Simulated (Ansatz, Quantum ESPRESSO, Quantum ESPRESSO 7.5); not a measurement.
# Complex bands of BeSe, zinc blende type, lattice constant set to 5.335 Å

How good a tunnel barrier is BeSe, zinc blende type, lattice constant set to 5.335 Å?

Main program and level: Quantum ESPRESSO 7.5; plane-wave DFT, PBE, GBRV ultrasoft pseudopotentials (cross-check by Ansatz 0.2.0 with PAW datasets).

Most raw output is cut from this account.

The structure was built from a prototype and need not be the compound's stable phase.

## 1. Starting point

It takes space group F-43m (No. 216, cubic). Conventional cell: a = 5.335 Å, b = 5.335 Å, c = 5.335 Å, α = 90.00°, β = 90.00°, γ = 90.00°. Be has 4 Se at 2.31 Å nearest. Se has 4 Be at 2.31 Å nearest. Farther neighbours and most contacts between anions are not listed.

## 2. Ground state

pwcond needs a cell whose third axis lies along the current and stands perpendicular to the other two.

scf.in reads:

```
&control
  prefix = 'scf'
  outdir = './out'
  pseudo_dir = './pseudo'
  calculation = 'scf'
  tprnfor = .true.
/
&system
  ibrav = 0
  nat = 4
  ntyp = 2
  ecutwfc = 40
  ecutrho = 200
  occupations = 'fixed'
  nbnd = 14
/
&electrons
  conv_thr = 1e-09
  mixing_beta = 0.6
  electron_maxstep = 120
/
ATOMIC_SPECIES
  Be  9.0122  be_pbe_v1.4.uspp.F.UPF
  Se  78.9710  se_pbe_v1.uspp.F.UPF
CELL_PARAMETERS angstrom
  3.77241467763023 0.00000000000000 0.00000000000000
  0.00000000000000 3.77241467763023 0.00000000000000
  0.00000000000000 0.00000000000000 5.33500000000000
ATOMIC_POSITIONS crystal
  Be  0.000000000000 0.000000000000 0.000000000000
  Se  0.500000000000 0.000000000000 0.250000000000
  Be  0.500000000000 0.500000000000 0.500000000000
  Se  0.000000000000 0.500000000000 0.750000000000
K_POINTS automatic
  6 6 6 0 0 0
```

Run with:

```sh
OMP_NUM_THREADS=1 mpirun -n 2 pw.x -nk 2 -in scf.in > scf.out
```

Run time: 12 s. Hardware: 2 MPI ranks of Arm Neoverse V2, shared host; peak memory 0.2 GiB.

Read from the output:

* free energy: -1958.1728 eV
* valence top, on the run's zero: 4.244 eV
* conduction bottom, on the run's zero: 7.079 eV
* gap by band count: 2.835 eV

The run needed 9 iterations to bring the estimated error under 1e-09 Ry.

## 3. Complex bands with pwcond.x

ikind = 0 solves one period of the crystal for all kz, real and complex, at each energy and k across. ewind and epsproj trim the two-dimensional plane-wave basis; nz1 sets the subslabs.

cbs.in reads:

```
&inputcond
  outdir = './out'
  prefixl = 'scf'
  band_file = 'cbs'
  ikind = 0
  ewind = 4.0
  epsproj = 1e-05
  nz1 = 7
  energy0 = 4.48
  denergy = -0.16
/
4
  0.00000000 0.00000000 1.00000000
  0.50000000 0.00000000 1.00000000
  0.50000000 0.50000000 1.00000000
  0.25000000 0.00000000 1.00000000
41
```

Run with:

```sh
OMP_NUM_THREADS=1 mpirun -n 2 pwcond.x -in cbs.in > cbs.out
```

Wall time 2.6 min (2 MPI ranks); peak memory 0.14 GiB.

Read from the output:

| Item | Value |
| --- | --- |
| peak of the smallest κ at the zone centre | 0.222 Å⁻¹ |
| energy of the peak at the zone centre | 1.76 eV |
| peak of the smallest κ at (1/2, 0) | 0.314 Å⁻¹ |
| peak of the smallest κ at (1/4, 0) | 0.312 Å⁻¹ |

K across = (0, 0) in the cell's reciprocal vectors; values within 0.0025 1/Å of each other count once, columns are sorted by size at each energy, a dash where no further value was kept. Table of Im kz of the slowest decaying states by energy, zero at the highest filled level of the SCF mesh:

```
energy (eV)  decay 1 (Å⁻¹)  decay 2 (Å⁻¹)  decay 3 (Å⁻¹)
      -1.92          0.896           1.57           1.79
      -1.60          0.867           1.52           1.76
      -1.28          0.838           1.47           1.74
      -0.96          0.808           1.42           1.72
      -0.64          0.777           1.37           1.70
      -0.32          0.744           1.32           1.67
      -0.16          0.728           1.29           1.66
       0.00           0.01           0.71           1.27
       0.16          0.095          0.147          0.693
       0.48          0.155           0.24          0.656
       0.80          0.188          0.292          0.616
       1.12          0.208          0.326          0.573
       1.44          0.219          0.348          0.525
       1.76          0.222          0.362          0.469
       2.08          0.219          0.368          0.402
       2.40          0.209          0.314          0.368
       2.72          0.168           0.19          0.363
       2.88          0.177          0.358          0.647
       3.20           0.14          0.344          0.551
       3.52          0.067          0.324          0.446
       3.84          0.298          0.324           1.35
       4.16          0.145          0.262           1.33
       4.48          0.071          0.213            1.3
```

K across = (0, 0) in the cell's reciprocal vectors. Table of Re kz of states that move upwards by energy, zero at the highest filled level of the SCF mesh:

```
energy (eV)  channel 1 (Å⁻¹)  channel 2 (Å⁻¹)  channel 3 (Å⁻¹)
      -1.92           -0.445            0.371            0.371
      -1.76           -0.416            0.447            0.447
      -1.60           -0.388            0.513            0.513
      -1.44           -0.360            0.573            0.573
      -1.28           -0.549           -0.549           -0.332
      -1.12           -0.495           -0.495           -0.304
      -0.96           -0.443           -0.443           -0.275
      -0.64           -0.339           -0.339           -0.214
      -0.48           -0.285           -0.285           -0.181
      -0.32           -0.225           -0.225           -0.144
      -0.16           -0.155           -0.155          -0.0987
       0.00                -                -                -
       0.16                -                -                -
       0.32                -                -                -
       0.48                -                -                -
       0.64                -                -                -
       0.80                -                -                -
       0.96                -                -                -
       1.12                -                -                -
       1.44                -                -                -
       1.60                -                -                -
       1.76                -                -                -
       1.92                -                -                -
       2.08                -                -                -
       2.24                -                -                -
       2.40                -                -                -
       2.56                -                -                -
       2.72                -                -                -
       2.88            0.106                -                -
       3.04            0.232                -                -
       3.20            0.318                -                -
       3.52            0.459                -                -
       3.68           0.0679            0.525                -
       3.84           -0.588            0.122                -
       4.00           -0.522            0.164                -
       4.16           -0.452            0.205                -
       4.32           -0.367            0.136            0.256
       4.48            0.239                -                -
```

K across = (1/2, 0) in the cell's reciprocal vectors; values within 0.0025 1/Å of each other count once, columns are sorted by size at each energy, a dash where no further value was kept. Im kz of the slowest decaying states against energy, zero at the highest filled level of the SCF mesh:

```
energy (eV)  decay 1 (Å⁻¹)  decay 2 (Å⁻¹)  decay 3 (Å⁻¹)
      -1.92          0.856           1.40            2.3
      -1.76           0.81           1.39           2.29
      -1.44          0.689           1.35           2.27
      -1.28          0.601           1.34           2.25
      -0.96           1.30           2.23           2.29
      -0.80          0.103          0.422           1.29
      -0.64          0.151          0.543           1.27
      -0.32          0.211          0.647           1.23
      -0.16          0.232          0.675           1.22
       0.00          0.249          0.695           1.20
       0.32          0.276          0.721           1.16
       0.48          0.286          0.728           1.14
       0.80          0.301          0.736           1.10
       0.96          0.306          0.737           1.08
       1.12           0.31          0.736           1.06
       1.44          0.314          0.731           1.02
       1.60          0.314          0.727           1.00
       1.76          0.313          0.721          0.982
       2.08          0.306          0.708          0.938
       2.24          0.301            0.7          0.916
       2.56          0.286          0.681           0.87
       2.72          0.276           0.67          0.846
       2.88          0.264          0.659          0.821
       3.20          0.233          0.634           0.77
       3.36          0.212           0.62          0.742
       3.52          0.186          0.605          0.714
       3.84          0.103          0.572          0.652
       4.00          0.554          0.618           1.80
       4.32          0.514          0.541           1.77
       4.48          0.492          0.495           1.75
```

K across = (1/2, 1/2) in the cell's reciprocal vectors; values within 0.0025 1/Å of each other count once, columns are sorted by size at each energy, a dash where no further value was kept. Im kz of the slowest decaying states against energy, zero at the highest filled level of the SCF mesh:

```
energy (eV)  decay 1 (Å⁻¹)  decay 2 (Å⁻¹)  decay 3 (Å⁻¹)
      -1.92          0.234          0.251           2.06
      -1.76          0.273          0.285           2.05
      -1.60          0.303           0.31           2.04
      -1.44          0.327           2.03           2.17
      -1.28          0.343          0.347           2.02
      -1.12          0.353          0.363           2.01
      -0.96          0.361          0.377           2.00
      -0.64           0.37          0.398           1.98
      -0.48          0.372          0.406           1.97
      -0.32          0.373          0.413           1.96
      -0.16          0.372          0.417           1.95
       0.00          0.369          0.421           1.94
       0.16          0.366          0.423           1.93
       0.32          0.361          0.425           1.92
       0.48          0.356          0.425           1.91
       0.64          0.349          0.424           1.90
       0.80          0.341          0.423           1.89
       0.96          0.332           0.42           1.88
       1.12          0.322          0.417           1.87
       1.44          0.297          0.407           1.85
       1.60          0.283          0.401           1.84
       1.76          0.267          0.394           1.83
       1.92          0.249          0.386           1.82
       2.08          0.228          0.377           1.80
       2.24          0.204          0.367           1.79
       2.40          0.176          0.356           1.78
       2.56          0.142          0.344           1.77
       2.72          0.092          0.331           1.76
       2.88          0.316           1.75           1.87
       3.04            0.3           1.74           1.85
       3.20          0.282           1.72           1.84
       3.52          0.239            1.7           1.82
       3.68          0.213           1.69           1.81
       3.84          0.181           1.68           1.79
       4.00          0.142           1.66           1.78
       4.16          0.083           1.65           1.77
       4.32           1.64           1.75           1.89
       4.48           1.63           1.74           1.88
```

K across = (1/4, 0) in the cell's reciprocal vectors; values within 0.0025 1/Å of each other count once, columns are sorted by size at each energy, a dash where no further value was kept. The Im kz of the slowest decaying states by energy, zero at the highest filled level of the SCF mesh:

```
energy (eV)  decay 1 (Å⁻¹)  decay 2 (Å⁻¹)  decay 3 (Å⁻¹)
      -1.92          0.077          0.092           1.15
      -1.76          0.111           1.13           1.44
      -1.60          0.119           1.11           1.43
      -1.44          0.118           1.09           1.41
      -1.28          0.106           1.08           1.40
      -1.12          0.076           1.06           1.38
      -0.96           1.04           1.37           1.59
      -0.64           1.01           1.34           1.56
      -0.48          0.068          0.987           1.32
      -0.32          0.137          0.969           1.30
      -0.16          0.112          0.177           0.95
       0.00          0.207           0.22          0.931
       0.16           0.23          0.283          0.911
       0.32          0.248          0.331          0.892
       0.48          0.264          0.368          0.872
       0.64          0.276          0.399          0.851
       0.80          0.286          0.425          0.831
       0.96          0.295          0.447           0.81
       1.12          0.301          0.466          0.788
       1.44           0.31          0.496          0.743
       1.60          0.312          0.507           0.72
       1.76          0.312          0.518          0.695
       1.92          0.311          0.526           0.67
       2.08          0.309          0.533          0.644
       2.24          0.306          0.539          0.617
       2.40          0.301          0.543          0.588
       2.56          0.294          0.546          0.557
       2.72          0.287          0.524          0.548
       2.88          0.277          0.488          0.548
       3.04          0.265          0.449          0.547
       3.20          0.251          0.405          0.545
       3.52          0.214          0.292          0.535
       3.68          0.189          0.208          0.527
       3.84          0.156          0.516          0.801
       4.00          0.107          0.503          0.781
       4.16          0.487          0.762          0.945
       4.32          0.467          0.743          0.912
       4.48          0.443          0.726          0.876
```

## 4. Complex bands with pwcond.x, with ewind = 6.0 and epsproj = 1e-07

How much does a setting matter? One run is repeated with a change.

cbs.w.in, as its differences from the input of step 3:

```diff
@@ -3,6 +3,6 @@
   prefixl = 'scf'
-  band_file = 'cbs'
+  band_file = 'cbs.w'
   ikind = 0
-  ewind = 4.0
-  epsproj = 1e-05
+  ewind = 6.0
+  epsproj = 1e-07
   nz1 = 7
```

Run with:

```sh
OMP_NUM_THREADS=1 mpirun -n 2 pwcond.x -in cbs.w.in > cbs.w.out
```

Elapsed: 4.5 min, on 2 MPI ranks; peak memory 0.17 GiB; 9 min of CPU time.

Beside the run it was changed from:

```
                                       quantity  this run  unchanged run  difference
peak of the smallest κ at the zone centre (Å⁻¹)     0.222          0.222           0
       peak of the smallest κ at (1/2, 0) (Å⁻¹)     0.314          0.314           0
                                  wall time (s)       271            155
```

The physical values in this table stay within 0.05 %.

[end of part 1 of 2]

[Logs are printed without paths, hosts, clocks, repeated set-up lines and the standing remarks that a program may print on its own settings, such as how far it seeks lower states.]

[Hosts, paths, dates, database ids (printed as entryN), source tags and the programs' standing remarks are cut or masked in the printed files.]

[Maps of the electrostatic potential energy from Ansatz leave out the sawtooth potential of an applied field or a dipole correction, so their vacuum need not be flat; planar profiles and work functions include it.]
